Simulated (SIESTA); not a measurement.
SnSe under changes of volume

One of the cells (26.676 Å³/atom); the others are scaled copies at fixed shape and fractional positions:

```
Sn Se
1.0
    11.42000    0.00000    0.00000
     0.00000    4.19000    0.00000
     0.00000    0.00000    4.46000
Sn Se
4 4
Direct
  0.87700 0.75000 0.90900
  0.62300 0.25000 0.40900
  0.37700 0.75000 0.59100
  0.12300 0.25000 0.09100
  0.64300 0.75000 0.98400
  0.85700 0.25000 0.48400
  0.14300 0.75000 0.51600
  0.35700 0.25000 0.01600
```

```yaml
Program: SIESTA 5.4.2
Functional: vdW-DF2
Potentials_or_basis: PseudoDojo 0.4 standard (PBE files)
Basis: DZP (energy shift 0.002 Ry)
Grid_cutoff: 500 Ry
Energy_shift: 0.002 Ry
k_mesh: 3 × 6 × 6
Occupations: fermi-dirac, width 0.05 eV
Spin: no spin polarisation
```

```csv
volume (Å³/atom),energy over the lowest point (meV/atom),pressure (GPa),gap on the mesh (eV),largest force (eV/Å)
25.076,206.30,17.0,0.68,1.456
25.609,?,?,?,?
26.143,106.62,13.1,0.71,1.135
26.676,65.95,11.4,0.73,0.999
27.210,30.34,9.8,0.74,0.860
27.743,0.00,8.4,0.76,0.739
```

What does the run at 25.609 Å³/atom give?

Energy over the lowest point 153.24 meV/atom; pressure 14.9 GPa; gap on the mesh 0.70 eV; largest force 1.284 eV/Å.

Worked out: A Birch-Murnaghan fit of order 3 (a polynomial in V^(-2/3)) to the other rows has no minimum within the range. It gives 153.36 meV/atom at 25.609 Å³/atom, against the run's 153.24, and -dE/dV = 14.9 GPa, against 14.9. A straight line through the other rows of the gap, of slope 0.781 eV per unit of ln V, gives 0.70 eV, against the run's 0.70.

Energies are extrapolated to zero smearing.

Caveats: semicore shells carry a single zeta, which can move pressures by several GPa and volumes by a few percent; the potentials were made for another functional, which shifts forces and pressure; spin-orbit coupling is left out, which moves the levels of the heavy elements; an odd mesh through Γ misses points on the zone boundary, where band edges often lie; the basis of atomic orbitals isn't converged, which shifts pressures, moduli and gaps.
